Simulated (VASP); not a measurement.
Wanted: the native input for a VASP 6.6.1 run.

```
Task                   : relaxation of the atoms
Functional             : PBE
Dispersion             : D3(BJ)
Potentials or basis    : VASP PAW PBE potentials, release 64 (Pb_d, S)
Cutoff                 : 600 eV
k mesh                 : 8 × 8 × 8
Occupations            : gaussian, width 0.03 eV
Spin                   : no spin polarisation
Further INCAR settings : ALGO = Normal; EDIFF = 1e-07; IBRION = 2; EDIFFG = -0.01; NSW = 40
```

The structure of PbS (Galena) lies in POSCAR:

```
PbS                                     
1.0
   -0.0000000000      2.9670730044      2.9670730044
    2.9670730044     -0.0000000000      2.9670730044
    2.9670730044      2.9670730044      0.0000000000
  Pb              S             
     1     1
Direct
     0.0000000000000000    1.0000000000000000    1.0000000000000000
     0.5000000000000000    0.5000000000000000    0.5000000000000000
```

One way to write it, as run:

INCAR

```
SYSTEM = PbS
PREC = Accurate ; ENCUT = 600
EDIFF = 1E-7 ; ISMEAR = 0
SIGMA = 0.03 ; LREAL = .FALSE.
LASPH = .TRUE. ; NELM = 80
ALGO = Normal ; ISIF = 2
LWAVE = .FALSE. ; LCHARG = .FALSE.
GGA = PE ; IVDW = 12
IBRION = 2 ; NSW = 40
EDIFFG = -0.01
```

KPOINTS

```
Automatic mesh
0
G
  8 8 8
  0 0 0
```

Potentials or basis: VASP PAW PBE potentials, release 64 (Pb_d, S).

Command:

```bash
$ cat potpaw_PBE.64/Pb_d/POTCAR potpaw_PBE.64/S/POTCAR > POTCAR
$ mpirun -np 1 vasp_std > vasp.out
```

Results of the run:

```yaml
Pressure_after_relaxing: 0.0 GPa
Band_gap_on_the_k_mesh: 0.37 eV, direct
Dispersion_energy_per_atom: -0.347 eV
```

Caveat: the relaxation stopped at its first step, so nothing moved; spin-orbit coupling is left out, which as a rule narrows the gap of such compounds by several tenths of an eV.

Wall time 12 s on 1 thread of Intel(R) Xeon(R) 6975P-C (Granite Rapids), on a shared host, peak memory 0.22 GiB.
